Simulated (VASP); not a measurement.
**Ge: band structure with PBEsol**

**Experimental background.**

“Temperature-dependent photoluminescence in Ge: experiment and theory”, 2020, arxiv:2003.00143 reports, for a bulk crystal of Ge at 0 K: band gap 0.744 eV (indirect).

The system is Ge.

```
CELL_PARAMETERS angstrom
0.00000 2.82891 2.82891
2.82891 0.00000 2.82891
2.82891 2.82891 0.00000
ATOMIC_POSITIONS crystal
Ge 0.75000 0.75000 0.75000
Ge 0.50000 0.50000 0.50000
```

```json
{
 "Program": "VASP 6.6.1",
 "Task": "band structure",
 "Functional": "PBEsol",
 "Potentials or basis": "VASP PAW PBE potentials, release 64 (Ge_d)",
 "Cutoff": "520 eV",
 "k mesh": "8 × 8 × 8",
 "Occupations": "fermi-dirac, width 0.05 eV",
 "Spin": "no spin polarisation",
 "Further INCAR settings": "ALGO = Fast; EDIFF = 1e-06; NBANDS = 21"
}
```

```
Band gap along the path : none (metal or under the smearing width)
```

Levels at the corners of the path, in eV from the Fermi level:
```tsv
point	band 11	band 12	band 13	band 14	band 15	band 16	band 17	band 18
Γ	-12.82	-0.03	-0.03	-0.03	-0.03	2.51	2.51	2.51
X	-8.92	-8.92	-3.11	-3.11	0.65	0.65	9.47	9.47
X	-8.92	-8.92	-3.11	-3.11	0.65	0.65	9.47	9.47
W	-8.82	-8.82	-3.96	-3.96	4.27	4.27	4.62	4.62
W	-8.82	-8.82	-3.96	-3.96	4.27	4.27	4.62	4.62
K	-9.39	-8.33	-4.40	-2.67	1.06	4.01	7.14	7.35
K	-9.39	-8.33	-4.40	-2.67	1.06	4.01	7.14	7.35
Γ	-12.82	-0.03	-0.03	-0.03	-0.03	2.51	2.51	2.51
Γ	-12.82	-0.03	-0.03	-0.03	-0.03	2.51	2.51	2.51
L	-10.72	-7.65	-1.43	-1.43	0.10	3.69	3.69	6.94
L	-10.72	-7.65	-1.43	-1.43	0.10	3.69	3.69	6.94
U	-9.39	-8.33	-4.40	-2.67	1.06	4.01	7.14	7.35
U	-9.39	-8.33	-4.40	-2.67	1.06	4.01	7.14	7.35
W	-8.82	-8.82	-3.96	-3.96	4.27	4.27	4.62	4.62
W	-8.82	-8.82	-3.96	-3.96	4.27	4.27	4.62	4.62
L	-10.72	-7.65	-1.43	-1.43	0.10	3.69	3.69	6.94
L	-10.72	-7.65	-1.43	-1.43	0.10	3.69	3.69	6.94
K	-9.39	-8.33	-4.40	-2.67	1.06	4.01	7.14	7.35
U	-9.39	-8.33	-4.40	-2.67	1.06	4.01	7.14	7.35
X	-8.92	-8.92	-3.11	-3.11	0.65	0.65	9.47	9.47
```

Wall time 2.1 min on 1 thread of AMD EPYC 7R43 64-Core Processor (Zen 3) (shared host), peak memory 0.17 GiB.

Measured gap of Ge: 0.744 eV (indirect; 0 K; “Temperature-dependent photoluminescence in Ge: experiment and theory”, 2020, arxiv:2003.00143). This calculation gives 0.00 eV (-0.74 eV). 3 values of this kind are on record (0.666 to 0.807 eV); this one was drawn at random among those near their median. Spin-orbit coupling on Ge is left out. The value is that of PBEsol, without temperature or zero-point motion. Semilocal functionals fall short of measured gaps as a rule.

Caveat: the log is that of the step along the path at fixed density, whose energy, stress, charges and moments have no meaning; this crystal is a semiconductor, whose small gap the functional closes, so the metal is an error of the method.
